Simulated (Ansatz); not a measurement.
# Si2Mo (P6_222) in Ansatz: a series of runs

Runs on Si2Mo. Level: PBEsol+U. Tasks: relaxation of cell and atoms.

Program: Ansatz 0.2.0. These are calculated values, not measurements. Logs are shortened: lines on timing, memory, paths and dates and some standing lists are left out, and cuts for length are marked.

### Step 1. The crystal as given

The structure is hexagonal, space group P6_222 (No. 180). The conventional cell has a = 4.585 Å, b = 4.585 Å, c = 6.580 Å, α = 90.00°, β = 90.00°, γ = 120.00°. Mo (site symmetry 222) has 10 Si at 2.57 to 2.67 Å as nearest neighbours. Si (site symmetry 2) has 5 Si at 2.55 to 2.67 Å and 5 Mo at 2.57 to 2.67 Å as nearest neighbours.

Measurements of this composition are mostly on another form, of space group No. 139.

### Step 2. Relaxation of cell and atoms, PBEsol+U

File input.yaml:

```yaml
crystal:
  lattice:
    - [4.5854715599, 0.0, 0.0]
    - [-2.29273578, 3.9711348592, 0.0]
    - [0.0, 0.0, 6.5797601]
  atoms:
    - { symbol: Mo, position: [0.5, 0.5, 0.8333333333] }
    - { symbol: Mo, position: [0.0, 0.5, 0.1666666667] }
    - { symbol: Mo, position: [0.5, 0.0, 0.5] }
    - { symbol: Si, position: [0.16387298, 0.32774596, 0.5] }
    - { symbol: Si, position: [0.67225404, 0.83612702, 0.1666666667] }
    - { symbol: Si, position: [0.83612702, 0.16387298, 0.8333333333] }
    - { symbol: Si, position: [0.83612702, 0.67225404, 0.5] }
    - { symbol: Si, position: [0.32774596, 0.16387298, 0.1666666667] }
    - { symbol: Si, position: [0.16387298, 0.83612702, 0.8333333333] }
hamiltonian:
  xc: pbesol
  pseudopotentials: { kind: paw }
  hubbard: { sites: [{ species: Mo, l: d, u_eff: 2.0 }] }
kpoints:
  mp_grid: { grid: [7, 7, 4] }
scf:
  occupations: { method: fermi_dirac, width: 0.05 }
output:
  forces: true
  stress: true
  eigenvalues: true
  write_density: true
  write_potential: true
  elf: true
  volumetric_format: npy
relax:
  f_tol: 0.01
  max_steps: 40
  cell: { stress_tol: 0.05 }
```

Potentials or basis: Ansatz PAW.

On the command line:

```
ansatz run input.yaml --threads 4 --pin off --max-ram 11264MiB --backend cpu --events-out ev --progress --plain --runs-dir out
```

What it wrote:

```text
Warning: RAYON_NUM_THREADS=4 ignored (pool sized by the plan → 4); use --threads N
Mo: projections on atomic orbitals take those of the free atom [Ar 3d10] 4s2 4p6 4d5 5s1, of charge +0.00 (hamiltonian.pseudopotentials.projection_atoms); the dataset's partial waves leave at most 6.0e-6 of an orbital's norm unspanned inside its sphere
Si: projections on atomic orbitals take those of the free atom [Ne] 3s2 3p2, of charge +0.00 (hamiltonian.pseudopotentials.projection_atoms); the dataset's partial waves leave at most 6.1e-8 of an orbital's norm unspanned inside its sphere
Engine: ansatz 0.2.0, x86_64-unknown-linux-gnu
Pseudopotentials: kind: paw
Pseudopotential: Mo, paw, valence charge 14, recommended cutoff 420 eV (normal), Mo.paw.azcp
Pseudopotential: Si, paw, valence charge 4, recommended cutoff 420 eV (normal), Si.paw.azcp
Functional definition: PBEsol
  exchange = pbesol_x
  correlation = pbesol_c
Crystal: 9 atoms, lattice volume = 119.814 Å³
Basis set: ecut = 420 eV, 2331 PW (Γ), exchange–correlation on 64×64×90 points (8 copies of the dense FFT grid, shifted against one another)
Bands: 42, of which v1, the nominal top of the filled ones, is band 33 counted from 1 (32 counted from 0)
Symmetry: 12 space group operations
Space group: P6222 (ITA 180), of the structure as read, at distance tolerance 4.9e-5 Å
k-points: 24 of 196 (time reversal used)
Non-local potential: Mo, projectors of the file, l = 0: 3, l = 1: 2, l = 2: 2, l = 3: 1
Non-local potential: Si, projectors of the file, l = 0: 2, l = 1: 2, l = 2: 2
PAW form: soft (Blöchl's): semilocal exchange-correlation on the pseudo side does not see the compensation charge
PAW frozen core: Mo, regenerated for the run's functional, and the local potential with it (the file was generated under x = pbe(κ = 0.804, μ = 0.2195149727645171), c = pbe(β = 0.06672455060314922))
PAW frozen core: Si, regenerated for the run's functional, and the local potential with it (the file was generated under x = pbe(κ = 0.804, μ = 0.2195149727645171), c = pbe(β = 0.06672455060314922))
PAW one-centre angular grid: Mo, 590 points (default); XC on 64 Gauss nodes
PAW one-centre angular grid: Si, 110 points (default); XC on 64 Gauss nodes
Initial density: superposition of atomic densities (chi_scale 0.1, normalization cell, long waves of neutral atoms under a Hubbard term (reshape's long-wave potential 0.00 eV rms, cloud 2.65 Å wide))
Initial wavefunctions: pseudopotential atomic-orbital guess
Functional: x = pbesol(κ = 0.804, μ = 0.12345679012345678), c = pbesol(β = 0.046)
SCF iter   1: F=—  HF=-18422.622780 eV  |F-HF|=—  |Δ(HF+E_count)|=         —  Δρ=9.18e-2  dr2=1.51e1  ethr=3.10e-3  ⟨swp⟩=7.8  Hψ=4520  notcnv=0
preconditioner: auto → Kerker (q_TF=auto, 2.470 Å⁻¹)  [metal: Δε(μ)=0.039 eV  Ē_g=7.624 eV  σ=0.050 eV  W_gap=0.19  n_scr=22 (ndim 8)  ℏωp=22.0 eV  f_vac=0.000  D(μ)=1.53/eV (n_scr^D=2)]
SCF iter   2: F=—  HF=-18419.305829 eV  |F-HF|=—  |Δ(HF+E_count)|=    3.32e0  Δρ=3.04e-2  dr2=7.86e-1  ethr=3.10e-3  ⟨swp⟩=3.0  Hψ=2272  notcnv=0  defer=35
preconditioner: auto → Resta (q_TF=auto, 2.470 Å⁻¹)  ε∞=10.0  [insulator: Δε(μ)=0.307 eV  Ē_g=7.315 eV  σ=0.050 eV  W_gap=0.91  n_scr=22 (ndim 8)  ℏωp=22.0 eV  f_vac=0.000  D(μ)=0.11/eV (n_scr^D=0)  ε∞_Penn≈10.0]
SCF iter   3: F=—  HF=-18419.313389 eV  |F-HF|=—  |Δ(HF+E_count)|=   7.56e-3  Δρ=1.46e-2  dr2=2.07e-1  ethr=1.19e-3  ⟨swp⟩=2.3  Hψ=1484  notcnv=0  defer=35
SCF iter   4: F=—  HF=-18419.303082 eV  |F-HF|=—  |Δ(HF+E_count)|=   1.03e-2  Δρ=3.50e-3  dr2=1.20e-2  ethr=3.14e-4  ⟨swp⟩=2.5  Hψ=1723  notcnv=0  defer=33
SCF iter   5: F=—  HF=-18419.299952 eV  |F-HF|=—  |Δ(HF+E_count)|=   3.13e-3  Δρ=2.97e-4  dr2=7.79e-5  ethr=1.83e-5  ⟨swp⟩=2.3  Hψ=1459  notcnv=0  defer=33
SCF iter   6: F=—  HF=-18419.299934 eV  |F-HF|=—  |Δ(HF+E_count)|=   1.76e-5  Δρ=3.92e-5  dr2=1.44e-6  ethr=1.18e-7  ⟨swp⟩=2.4  Hψ=1578  notcnv=0  defer=33
SCF iter   7: F=-18419.299934 eV  HF=-18419.299934 eV  |F-HF|=1.90e-9  |Δ(HF+E_count)|=   1.32e-7  Δρ=4.58e-6  dr2=1.20e-8  ethr=1.52e-10  ⟨swp⟩=16.1  Hψ=7194  notcnv=0
SCF 1 converged in 7 iterations: F = -18419.299934 eV  dr2 = 1.20e-8
relax step   1: F+E_penalty+E_count = -18419.29993384 eV  Δ(F+E_penalty+E_count) = +0.000e0 eV  max|allowed force component| = 3.175e-2 eV/Å  Δτ_max = 0.0000 Å  P = -2.066 GPa  Ω = 119.814 Å³  (7 SCF iters, dr2 threshold 1.00e-7 eV, accepted)
Crystal: 9 atoms, lattice volume = 118.367 Å³
Initial density: handed on by an earlier stage of this run
Initial wavefunctions: those handed on with the density
iter 1 solved again at ethr=9.75e-7 eV; its pass at ethr=3.10e-3 eV (dr2=6.43e-4 eV) is discarded
[... 18 lines left out ...]
SCF iter   2: F=—  HF=-18419.307462 eV  |F-HF|=—  |Δ(HF+E_count)|=   2.61e-6  Δρ=2.21e-5  dr2=3.20e-7  ethr=1.35e-9  ⟨swp⟩=1.9  Hψ=1112  notcnv=0
SCF iter   3: F=—  HF=-18419.307462 eV  |F-HF|=—  |Δ(HF+E_count)|=   3.35e-8  Δρ=1.98e-6  dr2=3.49e-9  ethr=4.85e-10  ⟨swp⟩=2.7  Hψ=1534  notcnv=0
SCF iter   4: F=—  HF=-18419.307462 eV  |F-HF|=—  |Δ(HF+E_count)|=  3.64e-11  Δρ=3.80e-7  dr2=2.27e-10  ethr=5.28e-12  ⟨swp⟩=2.7  Hψ=1774  notcnv=0
SCF iter   5: F=-18419.307462 eV  HF=-18419.307462 eV  |F-HF|=2.91e-11  |Δ(HF+E_count)|=  2.18e-11  Δρ=1.46e-7  dr2=3.36e-11  ethr=1.00e-12  ⟨swp⟩=7.2  Hψ=4558  notcnv=0
SCF 4 converged in 5 iterations: F = -18419.307462 eV  dr2 = 3.36e-11
relax step   4: F+E_penalty+E_count = -18419.30746178 eV  Δ(F+E_penalty+E_count) = +2.104e-4 eV  max|allowed force component| = 7.229e-4 eV/Å  Δτ_max = 0.0000 Å  P = -0.014 GPa  Ω = 118.694 Å³  stress off target by 2.43e-2 GPa  SCF on the basis re-selected at this cell (its energy is not comparable with the rows above)  (5 SCF iters)
basis re-selected at this cell: Δ(F+E_penalty+E_count) = +2.104e-4 eV, ΔP = -0.004 GPa vs the last step (what re-selecting the basis moved, of the pressure what is left beyond the Pulay correction that the steps carried, after the strain that the cell walked since its last selection, with what the two solves' SCF thresholds leave and, on support functions, any second-order correction that the steps lacked; it is no measure of the basis error at this ecutwfc). This SCF's stress stands 2.43e-2 GPa from its target on what of the cell is left free (relax.cell.stress_tol is 5.00e-2 GPa) and its largest allowed force component is 7.23e-4 eV/Å (relax.f_tol is 1.00e-2 eV/Å): within both
SCF converged after 5 iterations
Free energy (F): -18419.307462 eV
Harris-Foulkes:  -18419.307462 eV  (|F-HF|=2.91e-11)
Internal energy: -18419.306908 eV  (E = F + TS)
E sigma→0 (E₀):  -18419.307185 eV
Entropy (-TS):   -0.000553 eV (-0.061 meV/atom)
Fermi energy:    16.714959 eV
--- Per-component energies (eV) ---
  E_band       = -121.282285
  E_kinetic    = 1600.265210
  E_local      = -3415.826081  (includes V_loc(G=0)·N_el)
  E_nonlocal   = 585.797987
  E_hartree    = 1275.622180
  E_xc         = -891.734913
  E_vxc        = -988.207305  (∫ρ·V_xc dr)
  E_hubbard    = 7.221136  (on-site DFT+U / exact-exchange correction)
  E_vhub       = -2.906426  (the Hubbard potential's part of the band-sum identity)
  E_paw        = -12425.954427  (= ΣΔE_a)
  E_vpaw       = -451.649752  (= ΣTr[D̂ρ^β])
  E_aug_tail   = 0.000090  (compensation charges beyond the density's cutoff)
  E_ewald      = -5155.515352
  E_core_change = 0.817262  (= ΣΔE_core)
  E_smearing   = -0.000553  (= −TS)
  E_closure    = -0.000000  (closes the sum)
  Σ components = -18419.307462   (vs F -18419.307462, Δ=0.00e0)
--- Forces (eV/Å), atoms counted from 1 ---
  atom   1  Mo     0.00000000     0.00000000     0.00000000
  atom   2  Mo    -0.00000000    -0.00000000    -0.00000000
  atom   3  Mo     0.00000000     0.00000000     0.00000000
  atom   4  Si     0.00000000    -0.00072286     0.00000000
  atom   5  Si     0.00062602     0.00036143     0.00000000
  atom   6  Si     0.00062602    -0.00036143    -0.00000000
  atom   7  Si    -0.00000000     0.00072286    -0.00000000
  atom   8  Si    -0.00062602    -0.00036143     0.00000000
  atom   9  Si    -0.00062602     0.00036143    -0.00000000
  max |Σ_I F_I| component: 3.93e-17 eV/Å
--- Stress (GPa, compression-positive) ---
       -0.009590       0.000000       0.000000
       -0.000000      -0.009590      -0.000000
        0.000000      -0.000000      -0.024316
  P = ⅓ Tr σ = -0.0145 GPa (-0.145 kbar)
--- Band table (eV; the first three rows and the last of 24) ---
  k-point 0: bands = ["-44.1739", "-44.1418", "-44.1418", "-18.4655", "-18.4575", "-18.4575", "-18.4511", "-18.4511", "-18.3591", "-18.2991", "-18.2991", "-18.2756", "2.5919", "5.6601", "5.6601", "9.3234", "10.0108", "10.0108", "10.6187", "10.6187", "11.3603", "11.6585", "11.6585", "12.0265", "12.9823", "12.9823", "13.4726", "13.4726", "13.6484", "13.6484", "13.9866", "14.5948", "15.6995", "18.8255", "19.0640", "19.0640", "19.2302", "19.2371", "19.4892", "19.4892", "19.7368", "19.7368"]
  k-point 1: bands = ["-44.1709", "-44.1525", "-44.1339", "-18.4975", "-18.4623", "-18.4568", "-18.4391", "-18.4001", "-18.3615", "-18.3367", "-18.2931", "-18.2688", "2.8231", "4.4851", "6.8078", "9.5048", "9.8795", "10.0867", "10.2241", "10.9230", "11.1358", "11.3169", "11.4100", "11.5267", "13.0663", "13.2625", "13.3319", "13.5698", "13.9213", "14.2013", "14.3024", "14.6703", "16.1042", "18.7485", "18.9052", "18.9771", "19.1456", "19.2425", "19.2971", "19.3044", "19.5835", "19.6410"]
  k-point 2: bands = ["-44.1631", "-44.1631", "-44.1311", "-18.5118", "-18.4666", "-18.4403", "-18.4403", "-18.3603", "-18.3603", "-18.3395", "-18.3395", "-18.2574", "3.4857", "3.4857", "7.4975", "9.2968", "9.9055", "9.9055", "10.0817", "10.8858", "10.8858", "11.4444", "11.4444", "11.5698", "13.0401", "13.0401", "13.0542", "13.1912", "14.4106", "14.4106", "14.6520", "15.8419", "15.8419", "18.5352", "19.0584", "19.0798", "19.0798", "19.2745", "19.3276", "19.3276", "19.4619", "19.4619"]
  k-point 23: bands = ["-44.1625", "-44.1501", "-44.1441", "-18.5120", "-18.4988", "-18.4928", "-18.4193", "-18.4010", "-18.3863", "-18.2987", "-18.2939", "-18.2530", "5.3376", "5.4321", "6.0614", "6.9754", "7.2614", "8.5165", "10.3742", "10.5605", "11.1216", "11.8714", "12.8103", "12.8626", "13.2074", "13.2087", "13.4209", "13.5446", "14.4177", "14.7951", "15.0024", "15.3449", "16.0796", "17.3675", "17.7643", "17.9377", "18.4216", "18.5464", "18.7056", "18.8627", "19.2971", "19.9930"]
Occupation matrices written to <dir>
--- Relaxed structure (3 steps of the walk, 3 accepted, 1 SCFs on fresh bases) ---
  F+E_penalty+E_count = -18419.30746178 eV   max|allowed force component| = 7.229e-4 eV/Å   (the final SCF, on the basis selected at the relaxed cell)
  cell:  # Å, volume = 118.6937 Å³
    - [4.571118272900197, 2.87772525952526e-11, 1.6421003580168861e-34]
    - [-2.28555913647502, 3.958704548020431, -8.210501790173958e-35]
    - [4.2841341495596913e-35, 4.2841341495596913e-35, 6.559221004406651]
  atoms:
    - { symbol: Mo, position: [0.4999999999999999, 0.5, 0.8333333333333334] }
    - { symbol: Mo, position: [-5.551115123125783e-17, 0.5, 0.16666666666666666] }
    - { symbol: Mo, position: [0.5, -4.550345591254786e-21, 0.49999999999999994] }
    - { symbol: Si, position: [0.16410320055490388, 0.3282064011098078, 0.49999999999999994] }
    - { symbol: Si, position: [0.671793598890192, 0.835896799445096, 0.16666666666666666] }
    - { symbol: Si, position: [0.8358967994450962, 0.1641032005549039, 0.8333333333333334] }
    - { symbol: Si, position: [0.8358967994450961, 0.6717935988901922, 0.49999999999999994] }
    - { symbol: Si, position: [0.32820640110980775, 0.16410320055490388, 0.16666666666666666] }
    - { symbol: Si, position: [0.16410320055490374, 0.835896799445096, 0.8333333333333334] }
```

It took 12 s on 4 threads of AMD EPYC 7R43 (Zen 3), shared host; peak memory 0.57 GiB.

What came out:

- Free energy: -18419.3075 eV
- Relaxed volume: 13.19 Å³/atom
- Relaxed cell: a = 4.571 Å, b = 4.571 Å, c = 6.559 Å, α = 90.00°, β = 90.00°, γ = 120.00°
- Space group after relaxing (to 0.05 Å): P6_222 (No. 180)
- Energy gained by relaxing: 0.8 meV/atom
- Ionic steps: 4
- Pressure after relaxing: 0.0 GPa
- Band gap on the k mesh: 0.42 eV, indirect (least direct gap 0.78 eV)

The path:
| step | energy change (eV) | largest force (eV/Å) | volume (Å³) |
| --- | --- | --- | --- |
| 1 | 0.0000 | 0.0318 | 119.81 |
| 2 | -0.0072 | 0.0133 | 118.37 |
| 3 | -0.0077 | 0.0008 | 118.69 |
| 4 | -0.0075 | 0.0007 | 118.69 |

Final structure:
```yaml
crystal:
  lattice:
    - [4.57112, 0.00000, 0.00000]
    - [-2.28556, 3.95870, 0.00000]
    - [0.00000, 0.00000, 6.55922]
  atoms:
    - { symbol: Mo, position: [0.50000, 0.50000, 0.83333] }
    - { symbol: Mo, position: [0.00000, 0.50000, 0.16667] }
    - { symbol: Mo, position: [0.50000, 0.00000, 0.50000] }
    - { symbol: Si, position: [0.16410, 0.32821, 0.50000] }
    - { symbol: Si, position: [0.67179, 0.83590, 0.16667] }
    - { symbol: Si, position: [0.83590, 0.16410, 0.83333] }
    - { symbol: Si, position: [0.83590, 0.67179, 0.50000] }
    - { symbol: Si, position: [0.32821, 0.16410, 0.16667] }
    - { symbol: Si, position: [0.16410, 0.83590, 0.83333] }
```

Eigenvalues of the final occupation matrices:
| site | spin | trace | eigenvalues |
| --- | --- | --- | --- |
| site 1 | 1 | 2.89 | 0.50 0.54 0.59 0.61 0.66 |
| site 2 | 1 | 2.89 | 0.50 0.54 0.59 0.61 0.66 |
| site 3 | 1 | 2.89 | 0.50 0.54 0.59 0.61 0.66 |

Caveat: odd divisions of the mesh miss points on the zone boundary, where band edges often lie, so the gap on the mesh can be too wide; the plane-wave basis is chosen anew once the cell has moved, so the energies of steps on either side of that aren't comparable; the PAW data sets come from PBE, with cores solved anew for the run's functional, which leaves a small shift of forces and pressure; the U is typed as a test and isn't derived for this compound.

### Step 3. Relaxation of cell and atoms, PBEsol+U

Edit input.yaml of step 2 so:

```diff
@@ -18,3 +18,3 @@
   pseudopotentials: { kind: paw }
-  hubbard: { sites: [{ species: Mo, l: d, u_eff: 2.0 }] }
+  hubbard: { sites: [{ species: Mo, l: d, u_eff: 3.0 }] }
 kpoints:
@@ -27,6 +27,2 @@
   eigenvalues: true
-  write_density: true
-  write_potential: true
-  elf: true
-  volumetric_format: npy
 relax:
```

Potentials or basis: Ansatz PAW.

On the command line:

```
ansatz run input.yaml --threads 4 --pin off --max-ram 11264MiB --backend cpu --events-out ev --progress --plain --runs-dir out
```

It took 12 s on 4 threads of AMD EPYC 7R43 (Zen 3), shared host; peak memory 0.57 GiB.

It converged, with:

```
Free energy                            : -18415.7032 eV
Relaxed volume                         : 13.17 Å³/atom
Relaxed cell                           : a = 4.570 Å, b = 4.570 Å, c = 6.556 Å, α = 90.00°, β = 90.00°, γ = 120.00°
Space group after relaxing (to 0.05 Å) : P6_222 (No. 180)
Energy gained by relaxing              : 1.1 meV/atom
Ionic steps                            : 4
Pressure after relaxing                : 0.0 GPa
Band gap on the k mesh                 : 0.52 eV, indirect (least direct gap 0.88 eV)
```

The path:
```
step  energy change (eV)  largest force (eV/Å)  volume (Å³)
   1              0.0000                0.0246       119.81
   2             -0.0090                0.0154       118.19
   3             -0.0097                0.0016       118.55
   4             -0.0095                0.0016       118.55
```

Final structure:
```yaml
crystal:
  lattice:
    - [4.56951, 0.00000, 0.00000]
    - [-2.28476, 3.95732, 0.00000]
    - [0.00000, 0.00000, 6.55592]
  atoms:
    - { symbol: Mo, position: [0.50000, 0.50000, 0.83333] }
    - { symbol: Mo, position: [0.00000, 0.50000, 0.16667] }
    - { symbol: Mo, position: [0.50000, 0.00000, 0.50000] }
    - { symbol: Si, position: [0.16406, 0.32811, 0.50000] }
    - { symbol: Si, position: [0.67189, 0.83594, 0.16667] }
    - { symbol: Si, position: [0.83594, 0.16406, 0.83333] }
    - { symbol: Si, position: [0.83594, 0.67189, 0.50000] }
    - { symbol: Si, position: [0.32811, 0.16406, 0.16667] }
    - { symbol: Si, position: [0.16406, 0.83594, 0.83333] }
```

Levels at points of the mesh, in eV from the valence-band top:
```csv
k point,band 29,band 30,band 31,band 32,band 33,band 34,band 35,band 36,band 37,band 38
"(0.00, 0.00, 0.00)",-2.79,-2.79,-2.44,-1.84,-0.85,2.45,2.60,2.60,2.79,2.80
"(0.00, 0.00, -0.50)",-2.01,-2.01,-1.78,-0.68,-0.68,2.06,2.64,2.67,2.67,2.82
```

Eigenvalues of the final occupation matrices:
| site | spin | trace | eigenvalues |
| --- | --- | --- | --- |
| site 1 | 1 | 2.90 | 0.49 0.54 0.59 0.61 0.67 |
| site 2 | 1 | 2.90 | 0.49 0.54 0.59 0.61 0.67 |
| site 3 | 1 | 2.90 | 0.49 0.54 0.59 0.61 0.67 |

Caveat: odd divisions of the mesh miss points on the zone boundary, where band edges often lie, so the gap on the mesh can be too wide; the plane-wave basis is chosen anew once the cell has moved, so the energies of steps on either side of that aren't comparable; the PAW data sets come from PBE, with cores solved anew for the run's functional, which leaves a small shift of forces and pressure; the U is typed as a test and isn't derived for this compound.

[end of part 1 of 2]
